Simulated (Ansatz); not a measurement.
`COC(C)=O` → `[CH2]` (triplet) + `CC(=O)O`  (formal loss of a carbene)

Program: Ansatz. Geometries: PBE0-D4/def2-TZVP. ΔE: electronic, gas phase. CCSD(T)/CBS adds triple-zeta CCSD(T) − MP2 to the extrapolated MP2 energy (def2 sets, frozen cores). This one scheme is used for every species. Triplets are unrestricted, without spin–orbit coupling. Each species was taken in one conformer, which may not be the lowest.

```csv
level,ΔE (eV)
MP2/def2-SVP,3.97
CCSD/def2-TZVPP,3.85
```

Q: What does CCSD(T)/CBS give? (Estimate.)

A: Ansatz gave: +4.07 eV. The listed levels differ from it by -0.10, -0.22 eV.

Largest T1 diagnostic among the species: 0.015.

Leaving LDA and LC-ωPBE aside and taking each functional with its dispersion term where it has one, the values, not all of them listed here, spread over 0.42 eV, from r2SCAN0-D4 to ωB97X-V. LDA lies +0.75 eV from PBE without D4. From PBE to PBE0 (25 % exact exchange), in def2-TZVPP and without D4, ΔE moves by −0.09 eV. At CCSD(T), def2-SVP lies −0.13 eV from the extrapolated value and def2-TZVPP −0.10 eV.

CCSD(T)/CBS has its own doubt, a few kJ/mol and more with outer-core shells, so smaller differences from it don't rank the levels.
